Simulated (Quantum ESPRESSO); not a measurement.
# Ge (Fd-3m) in Quantum ESPRESSO: equation of state, part 2 of 2

Quantum ESPRESSO 7.5. The steps go on from the part before.

## Step 3: Single point, PBE, 21.73 Å³/atom

The input, pw.in:

```
&CONTROL
  calculation = 'scf'
  prefix = 'pwscf'
  outdir = './tmp'
  pseudo_dir = './pseudo'
  tprnfor = .true.
  tstress = .true.
  disk_io = 'nowf'
/
&SYSTEM
  ibrav = 0
  nat = 2
  ntyp = 1
  ecutwfc = 55
  ecutrho = 440
  nbnd = 21
  occupations = 'smearing'
  smearing = 'fd'
  degauss = 0.00367493
/
&ELECTRONS
  conv_thr = 4d-10
  electron_maxstep = 120
  mixing_beta = 0.5
/
ATOMIC_SPECIES
Ge    72.6300 ge_pbe_v1.4.uspp.F.UPF
CELL_PARAMETERS angstrom
   0.0000000000    2.7906767997    2.7906767997
   2.7906767997    0.0000000000    2.7906767997
   2.7906767997    2.7906767997    0.0000000000
ATOMIC_POSITIONS crystal
Ge     0.7500000000    0.7500000000    0.7500000000
Ge     0.5000000000    0.5000000000    0.5000000000
K_POINTS automatic
8 8 8 0 0 0
```

Potentials or basis: SSSP 1.3 efficiency PBE.

On the command line:

```console
OMP_NUM_THREADS=1 pw.x -in pw.in > pw.out
```

pw.out:

```text
This program is part of the open-source Quantum ESPRESSO suite
     for quantum simulation of materials; please cite
[... 6 lines left out ...]
     using ibrav=0 with symmetry is DISCOURAGED, use correct ibrav instead

     Subspace diagonalization in iterative solution of the eigenvalue problem:
     a serial algorithm will be used

     G-vector sticks info
     --------------------
     sticks:   dense  smooth     PW     G-vecs:    dense   smooth      PW
     Sum        1675     847    253                45671    16265    2733

     Using Slab Decomposition

     bravais-lattice index     =            0
     lattice parameter (alat)  =       7.4580  a.u.
     unit-cell volume          =     293.3291 (a.u.)^3
     number of atoms/cell      =            2
     number of atomic types    =            1
     number of electrons       =        28.00
     number of Kohn-Sham states=           21
     kinetic-energy cutoff     =      55.0000  Ry
     charge density cutoff     =     440.0000  Ry
     scf convergence threshold =      4.0E-10
     mixing beta               =       0.5000
     number of iterations used =            8  plain     mixing
     Exchange-correlation=  SLA  PW   PBX  PBC
                           (   1   4   3   4   0   0   0)

     celldm(1)=   7.458018  celldm(2)=   0.000000  celldm(3)=   0.000000
     celldm(4)=   0.000000  celldm(5)=   0.000000  celldm(6)=   0.000000

     crystal axes: (cart. coord. in units of alat)
               a(1) = (   0.000000   0.707107   0.707107 )
               a(2) = (   0.707107   0.000000   0.707107 )
               a(3) = (   0.707107   0.707107   0.000000 )

     reciprocal axes: (cart. coord. in units 2 pi/alat)
               b(1) = ( -0.707107  0.707107  0.707107 )
               b(2) = (  0.707107 -0.707107  0.707107 )
               b(3) = (  0.707107  0.707107 -0.707107 )

     PseudoPot. # 1 for Ge read from file:
     ge_pbe_v1.4.uspp.F.UPF
     Pseudo is Ultrasoft + core correction, Zval = 14.0
     Generated by new atomic code, or converted to UPF format
     Using radial grid of  873 points,  6 beta functions with:
                l(1) =   0
                l(2) =   0
                l(3) =   1
                l(4) =   1
                l(5) =   2
                l(6) =   2
     Q(r) pseudized with  8 coefficients,  rinner =    1.400   1.400   1.400
                                                       1.400   1.400

     atomic species   valence    mass     pseudopotential
     Ge               14.00    72.63000     Ge( 1.00)

     48 Sym. Ops., with inversion, found (24 have fractional translation)

   Cartesian axes

     site n.     atom                  positions (alat units)
         1        Ge     tau(   1) = (   1.0606602   1.0606602   1.0606602  )
         2        Ge     tau(   2) = (   0.7071068   0.7071068   0.7071068  )

     number of k points=    29  Fermi-Dirac smearing, width (Ry)=  0.0037
                       cart. coord. in units 2pi/alat
        k(    1) = (   0.0000000   0.0000000   0.0000000), wk =   0.0039062
        k(    2) = (   0.0883883   0.0883883  -0.0883883), wk =   0.0312500
        k(    3) = (   0.1767767   0.1767767  -0.1767767), wk =   0.0312500
        k(    4) = (   0.2651650   0.2651650  -0.2651650), wk =   0.0312500
        k(    5) = (  -0.3535534  -0.3535534   0.3535534), wk =   0.0156250
        k(    6) = (   0.1767767   0.0000000   0.0000000), wk =   0.0234375
[... 21 lines left out ...]
        k(   28) = (  -0.7071068   0.1767767   0.0000000), wk =   0.0468750
        k(   29) = (  -0.7071068   0.3535534   0.0000000), wk =   0.0234375

     Dense  grid:    45671 G-vectors     FFT dimensions: (  60,  60,  60)

     Smooth grid:    16265 G-vectors     FFT dimensions: (  36,  36,  36)

     Check: negative core charge=   -0.000001

     Initial potential from superposition of free atoms

     starting charge      27.9983, renormalised to      28.0000
     Starting wfcs are   18 randomized atomic wfcs +    3 random wfcs

     Self-consistent Calculation

     iteration #  1     ecut=    55.00 Ry     beta= 0.50
     Davidson diagonalization with overlap
     ethr =  1.00E-02,  avg # of iterations =  4.5

     Threshold (ethr) on eigenvalues was too large:
     Diagonalizing with lowered threshold

     Davidson diagonalization with overlap
     ethr =  1.29E-04,  avg # of iterations =  2.4

     total energy              =    -427.29539714 Ry
     estimated scf accuracy    <       0.03657410 Ry

     iteration #  2     ecut=    55.00 Ry     beta= 0.50
     Davidson diagonalization with overlap
     ethr =  1.31E-04,  avg # of iterations =  1.0
[... 36 lines left out ...]
     total energy              =    -427.29521355 Ry
     estimated scf accuracy    <          4.6E-10 Ry

     iteration #  8     ecut=    55.00 Ry     beta= 0.50
     Davidson diagonalization with overlap
     ethr =  1.64E-12,  avg # of iterations =  3.9

     End of self-consistent calculation

          k = 0.0000 0.0000 0.0000 (  1989 PWs)   bands (ev):

   -15.8495 -15.8495 -15.8495 -15.8108 -15.8108 -15.5765 -15.5765 -15.5765
   -15.5594 -15.5594  -4.0730   9.0181   9.0181   9.0181   9.4280  11.5849
    11.5849  11.5849  15.5438  18.5668  18.5668

          k = 0.0884 0.0884-0.0884 (  2016 PWs)   bands (ev):

   -15.8587 -15.8587 -15.8468 -15.7979 -15.7979 -15.5890 -15.5890 -15.5797
   -15.5488 -15.5488  -3.8751   6.7104   8.6640   8.6640  10.2475  12.0553
    12.0553  12.6431  16.5018  17.6356  17.6356
[... 157 lines left out ...]
          k =-0.7071 0.3536 0.0000 (  1984 PWs)   bands (ev):

   -15.9025 -15.9025 -15.7461 -15.7461 -15.6911 -15.6911 -15.6549 -15.6549
   -15.5010 -15.5010   0.0844   0.0844   4.9174   4.9174  13.5058  13.5058
    13.7584  13.7584  20.3640  20.3641  22.2875

     the Fermi energy is     9.1611 ev

!    total energy              =    -427.29521355 Ry
     estimated scf accuracy    <          1.4E-10 Ry
     smearing contrib. (-TS)   =      -0.00002059 Ry
     internal energy E=F+TS    =    -427.29519296 Ry

     The total energy is F=E-TS. E is the sum of the following terms:
     one-electron contribution =    -273.86045089 Ry
     hartree contribution      =     163.45473793 Ry
     xc contribution           =    -116.68289573 Ry
     ewald contribution        =    -200.20658427 Ry

     convergence has been achieved in   8 iterations

     Forces acting on atoms (cartesian axes, Ry/au):

     atom    1 type  1   force =     0.00000000   -0.00000000   -0.00000000
     atom    2 type  1   force =     0.00000000    0.00000000   -0.00000000

     Total force =     0.000000     Total SCF correction =     0.000000

     Computing stress (Cartesian axis) and pressure

          total   stress  (Ry/bohr**3)                   (kbar)     P=       69.28
   0.00047093   0.00000000   0.00000000           69.28        0.00        0.00
   0.00000000   0.00047093   0.00000000            0.00       69.28        0.00
   0.00000000   0.00000000   0.00047093            0.00        0.00       69.28

=------------------------------------------------------------------------------=
   JOB DONE.
=------------------------------------------------------------------------------=
```

Run time: 23 s. Hardware: 1 thread of Intel Xeon 6975P-C (Granite Rapids), shared host; peak memory 0.23 GiB.

What came out:

- Free energy: -5813.6475 eV
- Pressure: 6.9 GPa
- Band gap on the k mesh: 0.31 eV, indirect (least direct gap 0.41 eV)

## Step 4: Single point, PBE, 22.19 Å³/atom

pw.in: that of step 3 with these lines changed.

```diff
@@ -28,5 +28,5 @@
 CELL_PARAMETERS angstrom
-   0.0000000000    2.7906767997    2.7906767997
-   2.7906767997    0.0000000000    2.7906767997
-   2.7906767997    2.7906767997    0.0000000000
+   0.0000000000    2.8099234548    2.8099234548
+   2.8099234548    0.0000000000    2.8099234548
+   2.8099234548    2.8099234548    0.0000000000
 ATOMIC_POSITIONS crystal
```

On the command line:

```console
OMP_NUM_THREADS=1 pw.x -in pw.in > pw.out
```

Run time: 21 s. Hardware: 1 thread of Intel Xeon 6975P-C (Granite Rapids), shared host; peak memory 0.23 GiB.

Results (log left out):

```
Free energy            : -5813.6814 eV
Pressure               : 5.1 GPa
Band gap on the k mesh : 0.22 eV, direct
```

## Step 5: Single point, PBE, 22.64 Å³/atom

pw.in: that of step 4 with these lines changed.

```diff
@@ -28,5 +28,5 @@
 CELL_PARAMETERS angstrom
-   0.0000000000    2.8099234548    2.8099234548
-   2.8099234548    0.0000000000    2.8099234548
-   2.8099234548    2.8099234548    0.0000000000
+   0.0000000000    2.8289100000    2.8289100000
+   2.8289100000    0.0000000000    2.8289100000
+   2.8289100000    2.8289100000    0.0000000000
 ATOMIC_POSITIONS crystal
```

On the command line:

```console
OMP_NUM_THREADS=1 pw.x -in pw.in > pw.out
```

Run time: 20 s. Hardware: 1 thread of Intel Xeon 6975P-C (Granite Rapids), shared host; peak memory 0.24 GiB.

It converged, with:

| Property | Result |
| --- | --- |
| Free energy | -5813.7059 eV |
| Pressure | 3.6 GPa |
| Band gap on the k mesh | none (metal or under the smearing width) |

## Step 6: Single point, PBE, 23.09 Å³/atom

pw.in: that of step 5 with these lines changed.

```diff
@@ -28,5 +28,5 @@
 CELL_PARAMETERS angstrom
-   0.0000000000    2.8289100000    2.8289100000
-   2.8289100000    0.0000000000    2.8289100000
-   2.8289100000    2.8289100000    0.0000000000
+   0.0000000000    2.8476450493    2.8476450493
+   2.8476450493    0.0000000000    2.8476450493
+   2.8476450493    2.8476450493    0.0000000000
 ATOMIC_POSITIONS crystal
```

Potentials or basis: SSSP 1.3 efficiency PBE.

On the command line:

```console
OMP_NUM_THREADS=1 pw.x -in pw.in > pw.out
```

It took 18 s on 1 thread of Intel Xeon 6975P-C (Granite Rapids), shared host; peak memory 0.24 GiB.

The run converged. Its results:

```
Free energy            : -5813.7220 eV
Pressure               : 2.2 GPa
Band gap on the k mesh : none (metal or under the smearing width)
```

## Step 7: Single point, PBE, 23.54 Å³/atom

pw.in: that of step 6 with these lines changed.

```diff
@@ -28,5 +28,5 @@
 CELL_PARAMETERS angstrom
-   0.0000000000    2.8476450493    2.8476450493
-   2.8476450493    0.0000000000    2.8476450493
-   2.8476450493    2.8476450493    0.0000000000
+   0.0000000000    2.8661367691    2.8661367691
+   2.8661367691    0.0000000000    2.8661367691
+   2.8661367691    2.8661367691    0.0000000000
 ATOMIC_POSITIONS crystal
```

On the command line:

```console
OMP_NUM_THREADS=1 pw.x -in pw.in > pw.out
```

Wall time 19 s (1 thread of Intel Xeon 6975P-C (Granite Rapids), shared host); peak memory 0.25 GiB.

The run converged. Its results:

* Free energy: -5813.7306 eV
* Pressure: 0.9 GPa
* Band gap on the k mesh: none (metal or under the smearing width)

## Step 8: Single point, PBE, 24.00 Å³/atom

pw.in: that of step 7 with these lines changed.

```diff
@@ -28,5 +28,5 @@
 CELL_PARAMETERS angstrom
-   0.0000000000    2.8661367691    2.8661367691
-   2.8661367691    0.0000000000    2.8661367691
-   2.8661367691    2.8661367691    0.0000000000
+   0.0000000000    2.8843929095    2.8843929095
+   2.8843929095    0.0000000000    2.8843929095
+   2.8843929095    2.8843929095    0.0000000000
 ATOMIC_POSITIONS crystal
```

On the command line:

```console
OMP_NUM_THREADS=1 pw.x -in pw.in > pw.out
```

Run time: 22 s. Hardware: 1 thread of Intel Xeon 6975P-C (Granite Rapids), shared host; peak memory 0.25 GiB.

The run converged. Its results:

```
Free energy            : -5813.7323 eV
Pressure               : -0.2 GPa
Band gap on the k mesh : none (metal or under the smearing width)
```

## Step 9: Equation of state, PBE

Potentials or basis: SSSP 1.3 efficiency PBE.

No new run: the results of the series are fitted here.

What came out:

* Equilibrium volume: 23.90 Å³/atom
* Bulk modulus: 58 GPa
* Pressure derivative of the bulk modulus: 4.8 (rough: it moves with the points fitted)

Energy against volume, from the lowest point:
```
volume (Å³/atom)  energy (meV/atom)
          21.281              64.66
          21.733              42.35
          22.186              25.41
          22.639              13.19
          23.092               5.11
          23.545               0.84
          23.997               0.00
```

## Step 10: How close it comes

Step 9. A measured bulk modulus of Ge is 75.8 GPa (quoted in “Sub-monolayer structures of Ag overlayers on Ge(111): experimental observations and first-principles study”, 2019, arxiv:1908.00180); the calculated 58 GPa misses it by -23.7 %. The fit is for a static lattice scaled at fixed shape and fixed fractional positions. The cell as given is a measured one (22.64 Å³/atom); PBE puts the equilibrium volume +5.5 % from it, thermal expansion not counted.
